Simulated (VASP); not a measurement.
# Fe (Im-3m) in VASP: band structure with PBE

Aim: the band structure of Fe with PBE.

Everything below comes from runs of VASP 6.6.1. Logs are shortened: lines on timing, memory, paths and dates and some standing lists are left out, and cuts for length are marked.

## 1. Starting point

The structure is cubic, space group Im-3m (No. 229). The conventional cell has a = 2.829 Å, b = 2.829 Å, c = 2.829 Å, α = 90.00°, β = 90.00°, γ = 90.00°. Fe (site symmetry m-3m) has 8 Fe at 2.45 Å as nearest neighbours.

## 2. Band structure, PBE, collinear spin, ferromagnetic start

Input file INCAR:

```
SYSTEM = Fe
ALGO = Normal
AMIX = 0.2
AMIX_MAG = 0.8
BMIX = 1E-4
BMIX_MAG = 1E-4
EDIFF = 1E-7
ENCUT = 520
GGA = PE
ICORELEVEL = 1
ISIF = 2
ISMEAR = 1
ISPIN = 2
LASPH = .TRUE.
LCHARG = .FALSE.
LMAXMIX = 4
LORBIT = 11
LREAL = .FALSE.
LWAVE = .FALSE.
MAGMOM = 4
NBANDS = 14
NELM = 150
PREC = Accurate
SIGMA = 0.1
```

Input file KPOINTS:

```
k-points
0
G
  18 18 18
  0 0 0
```

Input file POSCAR:

```
Fe                                      
1.0
   -1.4146323766      1.4146323766      1.4146323766
    1.4146323766     -1.4146323766      1.4146323766
    1.4146323766      1.4146323766     -1.4146323766
  Fe            
     1
Direct
     0.0000000000000000    0.0000000000000000    0.0000000000000000
```

Input file KPOINTS_OPT:

```
explicit points
64
Reciprocal
 0.0000000000  0.0000000000  0.0000000000 1
 0.0555555556 -0.0555555556  0.0555555556 1
 0.1111111111 -0.1111111111  0.1111111111 1
 0.1666666667 -0.1666666667  0.1666666667 1
 0.2222222222 -0.2222222222  0.2222222222 1
 0.2777777778 -0.2777777778  0.2777777778 1
 0.3333333333 -0.3333333333  0.3333333333 1
 0.3888888889 -0.3888888889  0.3888888889 1
 0.4444444444 -0.4444444444  0.4444444444 1
 0.5000000000 -0.5000000000  0.5000000000 1
 0.5000000000 -0.5000000000  0.5000000000 1
 0.4444444444 -0.4444444444  0.5000000000 1
 0.3888888889 -0.3888888889  0.5000000000 1
 0.3333333333 -0.3333333333  0.5000000000 1
 0.2777777778 -0.2777777778  0.5000000000 1
 0.2222222222 -0.2222222222  0.5000000000 1
 0.1666666667 -0.1666666667  0.5000000000 1
 0.1111111111 -0.1111111111  0.5000000000 1
 0.0555555556 -0.0555555556  0.5000000000 1
 0.0000000000  0.0000000000  0.5000000000 1
 0.0000000000  0.0000000000  0.5000000000 1
 0.0000000000  0.0000000000  0.4444444444 1
 0.0000000000  0.0000000000  0.3888888889 1
 0.0000000000  0.0000000000  0.3333333333 1
 0.0000000000  0.0000000000  0.2777777778 1
 0.0000000000  0.0000000000  0.2222222222 1
 0.0000000000  0.0000000000  0.1666666667 1
 0.0000000000  0.0000000000  0.1111111111 1
 0.0000000000  0.0000000000  0.0555555556 1
 0.0000000000  0.0000000000  0.0000000000 1
 0.0000000000  0.0000000000  0.0000000000 1
 0.0277777778  0.0277777778  0.0277777778 1
 0.0555555556  0.0555555556  0.0555555556 1
 0.0833333333  0.0833333333  0.0833333333 1
 0.1111111111  0.1111111111  0.1111111111 1
 0.1388888889  0.1388888889  0.1388888889 1
 0.1666666667  0.1666666667  0.1666666667 1
 0.1944444444  0.1944444444  0.1944444444 1
 0.2222222222  0.2222222222  0.2222222222 1
 0.2500000000  0.2500000000  0.2500000000 1
 0.2500000000  0.2500000000  0.2500000000 1
 0.2777777778  0.1666666667  0.2777777778 1
 0.3055555556  0.0833333333  0.3055555556 1
 0.3333333333  0.0000000000  0.3333333333 1
 0.3611111111 -0.0833333333  0.3611111111 1
 0.3888888889 -0.1666666667  0.3888888889 1
 0.4166666667 -0.2500000000  0.4166666667 1
 0.4444444444 -0.3333333333  0.4444444444 1
 0.4722222222 -0.4166666667  0.4722222222 1
 0.5000000000 -0.5000000000  0.5000000000 1
 0.2500000000  0.2500000000  0.2500000000 1
 0.2222222222  0.2222222222  0.2777777778 1
 0.1944444444  0.1944444444  0.3055555556 1
 0.1666666667  0.1666666667  0.3333333333 1
 0.1388888889  0.1388888889  0.3611111111 1
 0.1111111111  0.1111111111  0.3888888889 1
 0.0833333333  0.0833333333  0.4166666667 1
 0.0555555556  0.0555555556  0.4444444444 1
 0.0277777778  0.0277777778  0.4722222222 1
 0.0000000000  0.0000000000  0.5000000000 1
 0.0000000000  0.0000000000  0.0000000000 1
 0.5000000000 -0.5000000000  0.5000000000 1
 0.2500000000  0.2500000000  0.2500000000 1
 0.0000000000  0.0000000000  0.5000000000 1
```

Potentials or basis: VASP PAW PBE potentials, release 64 (Fe).

The run is started by

```console
$ cat potpaw_PBE.64/Fe/POTCAR > POTCAR
$ mpirun -np 1 vasp_std > vasp.out
```

OUTCAR:

```text
SYSTEM = Fe
   AMIX = 0.2
   AMIX_MAG = 0.8
   EDIFF = 1E-7
   ENCUT = 520
   GGA = PE
   ISIF = 2
   ISMEAR = 1
   ISPIN = 2
   LASPH = .TRUE.
   LORBIT = 11
   LREAL = .FALSE.
   NELM = 150
   PREC = Accurate

 ion  position               nearest neighbor table
   1  0.000  0.000  0.000-

  LATTYP: Found a body centered cubic cell.
 ALAT       =     2.8292647532

  Lattice vectors:

 A1 = (  -1.4146323766,   1.4146323766,   1.4146323766)
 A2 = (   1.4146323766,  -1.4146323766,   1.4146323766)
 A3 = (   1.4146323766,   1.4146323766,  -1.4146323766)

Analysis of symmetry for initial positions (statically):
=====================================================================
 Subroutine PRICEL returns:
 Original cell was already a primitive cell.

 Routine SETGRP: Setting up the symmetry group for a
 body centered cubic supercell.

 Subroutine GETGRP returns: Found 48 space group operations
 (whereof 48 operations were pure point group operations)
 out of a pool of 48 trial point group operations.

The static configuration has the point symmetry O_h .

Analysis of symmetry for dynamics (positions and initial velocities):
=====================================================================
 Subroutine PRICEL returns:
 Original cell was already a primitive cell.

 Routine SETGRP: Setting up the symmetry group for a
 body centered cubic supercell.

 Subroutine GETGRP returns: Found 48 space group operations
 (whereof 48 operations were pure point group operations)
 out of a pool of 48 trial point group operations.

The dynamic configuration has the point symmetry O_h .

Analysis of structural, dynamic, and magnetic symmetry:
=====================================================================
 Subroutine PRICEL returns:
 Original cell was already a primitive cell.

 Routine SETGRP: Setting up the symmetry group for a
 body centered cubic supercell.

 Subroutine GETGRP returns: Found 48 space group operations
 (whereof 48 operations were pure point group operations)
 out of a pool of 48 trial point group operations.

The overall configuration has the point symmetry O_h .

 Subroutine INISYM returns: Found 48 space group operations
 (whereof 48 operations are pure point group operations),
 and found     1 'primitive' translations

----------------------------------------------------------------------------------------

                                     Primitive cell

  volume of cell :      11.3238

  direct lattice vectors                    reciprocal lattice vectors
    -1.414632377  1.414632377  1.414632377     0.000000000  0.353448718  0.353448718
     1.414632377 -1.414632377  1.414632377     0.353448718  0.000000000  0.353448718
     1.414632377  1.414632377 -1.414632377     0.353448718  0.353448718  0.000000000

  length of vectors
     2.450215150  2.450215150  2.450215150     0.499851971  0.499851971  0.499851971

  position of ions in fractional coordinates (direct lattice)
     0.000000000  0.000000000  0.000000000

  ion indices of the primitive-cell ions
   primitive index   ion index
                 1           1

----------------------------------------------------------------------------------------

 KPOINTS: k-points

Automatic generation of k-mesh.
 Grid dimensions read from file:
 generate k-points for:   18   18   18

 Generating k-lattice:

  Cartesian coordinates                     Fractional coordinates (reciprocal lattice)
     0.000000000  0.019636040  0.019636040     0.055555556  0.000000000  0.000000000
     0.019636040  0.000000000  0.019636040     0.000000000  0.055555556  0.000000000
     0.019636040  0.019636040  0.000000000     0.000000000  0.000000000  0.055555556

  Length of vectors
     0.027769554  0.027769554  0.027769554

  Shift w.r.t. Gamma in fractional coordinates (k-lattice)
     0.000000000  0.000000000  0.000000000

 Subroutine IBZKPT returns following result:
 ===========================================

 Found    195 irreducible k-points:
[... 38 lines left out ...]
   ISTART =      0    job   : 0-new  1-cont  2-samecut
   ICHARG =      2    charge: 1-file 2-atom 10-const
   ISPIN  =      2    spin polarized calculation?
   LNONCOLLINEAR =      F non collinear calculations
   LSORBIT =      F    spin-orbit coupling
   LASPH  =      T    aspherical Exc in radial PAW
   ENCUT  =  520.0 eV  38.22 Ry    6.18 a.u.   4.56  4.56  4.56*2*pi/ulx,y,z
   NELM   =    150;   NELMIN=  2; NELMDL= -5     # of ELM steps
   EDIFF  = 0.1E-06   stopping-criterion for ELM
   LREAL  =      F    real-space projection
   EDIFFG = 0.1E-05   stopping-criterion for IOM
   NSW    =      0    number of steps for IOM
   IBRION =     -1    ionic relax: 0-MD 1-quasi-New 2-CG
   NFREE  =      0    steps in history (QN), initial steepest desc. (CG)
   ISIF   =      2    stress and relaxation
   ISYM   =      2    0-nonsym 1-usesym 2-fastsym
   POTIM  = 0.5000    time-step for ionic-motion
   TEBEG  =    0.0;   TEEND  =   0.0 temperature during run
   PSTRESS=    0.0 pullay stress
   NELECT =       8.0000    total number of electrons
   NUPDOWN=      -1.0000    fix difference up-down
   EMIN   =  10.00;   EMAX   =-10.00  energy-range for DOS
   EFERMI =   0.00;   METHOD = LEGACY
   ISMEAR =     1;   SIGMA  =   0.10  broadening in eV -4-tet -1-fermi 0-gaus
   EFERMI_NEDOS =   21; number of points for ismear=-14 and -15
   IALGO  =     38    algorithm
   IMIX   =      4    mixing-type and parameters
     AMIX     =   0.20;   BMIX     =  0.00
     AMIX_MAG =   0.80;   BMIX_MAG =  0.00
  volume/ion in A,a.u.               =      11.32        76.42
  Fermi-wavevector in a.u.,A,eV,Ry     =   1.458057  2.755329 28.925046  2.125931
  Thomas-Fermi vector in A             =   2.574786
   LORBIT       =     11    0 simple, 1 ext, 2 COOP (PROOUT), +10 PAW based schemes
   GGA     = PE    functional components
   LHFCALC =     F    Hartree Fock is set to
   AEXX    =    0.0000 exact exchange contribution
   IVDW    =     0    specifies the selected vdW correction
   LEPSILON=     F    determine dielectric tensor
   LRPA    =     F    only Hartree local field effects (RPA)
 spin polarized calculation
 Methfessel and Paxton  Order N= 1 SIGMA  =   0.10
  energy-cutoff  :      520.00
  volume of cell :       11.32
 maximum number of plane-waves:       321
   NGX =  9   NGY =  9   NGZ =  9

 number of electron       8.0000009 magnetization       2.1695455

 Free energy of the ion-electron system (eV)
  ---------------------------------------------------
  ext. energy  EPLUGINS =         0.00000000
  ---------------------------------------------------
  free energy    TOTEN  =        -8.24432708 eV

  energy without entropy =       -8.24424283  energy(sigma->0) =       -8.24429899

 the core state eigenenergies are
   1-  1s  -6986.0140  2s   -807.1536  2p   -685.8976  3s    -80.9036  3p    -46.9710

 E-fermi :   5.8525     XC(G=0): -13.1363

 val. band max:        5.8494992199   @ k =  -0.3889   0.5000   0.2778
 cond. band min:       5.8652453869   @ k =  -0.3889   0.4444   0.1667
 fundamental gap:      0.0157461669
 Fermi energy:         5.8524594082

 spin component 1

 k-point     1 :       0.0000    0.0000    0.0000
  band No.  band energies     occupation
      1      -2.5924      1.00000
      2       3.5519      1.00000
      3       3.5519      1.00000
      4       3.5519      1.00000
      5       4.7596      1.00000
      6       4.7596      1.00000
      7      30.9136      0.00000
      8      30.9136      0.00000
      9      30.9136      0.00000
     10      36.0160      0.00000
     11      36.0160      0.00000
     12      38.3401      0.00000
     13      38.3401      0.00000
     14      38.3401      0.00000
[... 257 lines left out ...]
  band No.  band energies     occupation
      1       0.9733      1.00000
      2       2.5442      1.00000
      3       4.5476      1.00000
      4       4.8515      1.00000
      5       5.3365      1.00000
      6       6.4599     -0.00000
      7      14.7847      0.00000
      8      24.0179      0.00000
      9      26.0858      0.00000
     10      30.0757      0.00000
     11      33.8880      0.00000
     12      39.5839      0.00000
     13      43.0168      0.00000

 Fermi energy:         5.8524594082

 spin component 2

 k-point     1 :       0.0000    0.0000    0.0000
  band No.  band energies     occupation
      1      -2.4299      1.00000
      2       5.4344      1.00000
      3       5.4345      1.00000
      4       5.4345      1.00000
      5       7.5063     -0.00000
      6       7.5064     -0.00000
      7      30.6591      0.00000
      8      30.6591      0.00000
      9      30.6591      0.00000
     10      36.2137      0.00000
     11      36.2137      0.00000
     12      38.9820      0.00000
     13      38.9820      0.00000
     14      38.9821      0.00000
[... 377 lines left out ...]
      1       2.3977      1.00000
      2       4.2090      1.00000
      3       5.5021      1.00000
      4       7.2984     -0.00000
      5       7.8578      0.00000
      6       9.1421      0.00000
      7      15.2640      0.00000
      8      22.5573      0.00000
      9      25.9193      0.00000
     10      31.2079      0.00000
     11      36.3350      0.00000
     12      38.6845      0.00000
     13      45.0759      0.00000
     14      48.0142      0.00000

 [... further k-points ...]

------------------------ aborting loop because EDIFF is reached ----------------------------------------

  FORCE on cell =-STRESS in cart. coord.  units (eV):
  Direction    XX          YY          ZZ          XY          YZ          ZX
  --------------------------------------------------------------------------------------
  -------------------------------------------------------------------------------------
  Total        0.0063546      0.0063546      0.0063546     -0.0000000      0.0000000      0.0000000
  in kB        0.8991064      0.8991064      0.8991064     -0.0000000      0.0000000      0.0000000
  external PRESSURE =       0.8991064 kB  Pullay stress =       0.0000000 kB

 VOLUME and BASIS-vectors are now :
 -----------------------------------------------------------------------------
  energy-cutoff  :      520.00
  volume of cell :       11.32
      direct lattice vectors                 reciprocal lattice vectors
    -1.414632377  1.414632377  1.414632377     0.000000000  0.353448718  0.353448718
     1.414632377 -1.414632377  1.414632377     0.353448718  0.000000000  0.353448718
     1.414632377  1.414632377 -1.414632377     0.353448718  0.353448718  0.000000000

 POSITION                                       TOTAL-FORCE (eV/Angst)
 -----------------------------------------------------------------------------------
      0.00000      0.00000      0.00000         0.000000     -0.000000     -0.000000
 -----------------------------------------------------------------------------------
    total drift:                                0.000000      0.000000      0.000000

  FREE ENERGIE OF THE ION-ELECTRON SYSTEM (eV)
  ---------------------------------------------------
  free  energy   TOTEN  =        -8.2443270751 eV

  energy  without entropy=       -8.2442428259  energy(sigma->0) =       -8.24429899

 total charge

# of ion       s       p       d       tot
------------------------------------------
    1        0.489   0.545   6.241   7.274

 magnetization (x)

# of ion       s       p       d       tot
------------------------------------------
    1       -0.013  -0.056   2.237   2.167
```

It took 92 s on 1 thread of Intel Xeon Platinum 8259CL at 2.50GHz (Skylake/Cascade Lake), shared host; peak memory 0.19 GiB.

What came out:

- Free energy: -8.2443 eV
- Pressure: 0.1 GPa
- Band gap along the path: none (metal or under the smearing width)
- Net moment: 2.17 μB per cell
- Site moments: Fe +2.17 μB
- Valence electrons inside the program's atomic spheres: Fe 7.27

Levels at the corners of the path, in eV from the Fermi level:
Spin up:
```tsv
point	band 1	band 2	band 3	band 4	band 5	band 6	band 7	band 8	band 9	band 10
Γ	-8.44	-2.30	-2.30	-2.30	-1.09	-1.09	25.06	25.06	25.06	30.16
H	-4.86	-4.86	0.13	0.13	0.13	9.97	9.97	9.97	15.68	15.68
H	-4.86	-4.86	0.13	0.13	0.13	9.97	9.97	9.97	15.68	15.68
N	-4.93	-3.39	-1.02	-0.90	0.40	0.53	7.39	18.40	20.28	23.55
N	-4.93	-3.39	-1.02	-0.90	0.40	0.53	7.39	18.40	20.28	23.55
Γ	-8.44	-2.30	-2.30	-2.30	-1.09	-1.09	25.06	25.06	25.06	30.16
Γ	-8.44	-2.30	-2.30	-2.30	-1.09	-1.09	25.06	25.06	25.06	30.16
P	-3.23	-3.23	-3.23	-0.87	-0.87	8.66	8.66	8.66	10.90	39.07
P	-3.23	-3.23	-3.23	-0.87	-0.87	8.66	8.66	8.66	10.90	39.07
H	-4.86	-4.86	0.13	0.13	0.13	9.97	9.97	9.97	15.68	15.68
P	-3.23	-3.23	-3.23	-0.87	-0.87	8.66	8.66	8.66	10.90	39.07
N	-4.93	-3.39	-1.02	-0.90	0.40	0.53	7.39	18.40	20.28	23.55
```
Spin down:
| point | band 1 | band 2 | band 3 | band 4 | band 5 | band 6 | band 7 |
| --- | --- | --- | --- | --- | --- | --- | --- |
| Γ | -8.28 | -0.42 | -0.42 | -0.42 | 1.65 | 1.65 | 24.81 |
| H | -3.05 | -3.05 | 2.28 | 2.28 | 2.28 | 10.23 | 10.23 |
| H | -3.05 | -3.05 | 2.28 | 2.28 | 2.28 | 10.23 | 10.23 |
| N | -3.67 | -1.70 | 0.63 | 1.50 | 1.91 | 2.59 | 8.74 |
| N | -3.67 | -1.70 | 0.63 | 1.50 | 1.91 | 2.59 | 8.74 |
| Γ | -8.28 | -0.42 | -0.42 | -0.42 | 1.65 | 1.65 | 24.81 |
| Γ | -8.28 | -0.42 | -0.42 | -0.42 | 1.65 | 1.65 | 24.81 |
| P | -1.86 | -1.86 | -1.86 | 1.96 | 1.96 | 9.54 | 9.54 |
| P | -1.86 | -1.86 | -1.86 | 1.96 | 1.96 | 9.54 | 9.54 |
| H | -3.05 | -3.05 | 2.28 | 2.28 | 2.28 | 10.23 | 10.23 |
| P | -1.86 | -1.86 | -1.86 | 1.96 | 1.96 | 9.54 | 9.54 |
| N | -3.67 | -1.70 | 0.63 | 1.50 | 1.91 | 2.59 | 8.74 |

Core levels (eV, on the scale of the bands):
| atom | levels |
| --- | --- |
| 1 Fe | 1s -6986.0, 2s -807.2, 2p -685.9, 3s -80.9, 3p -47.0 |
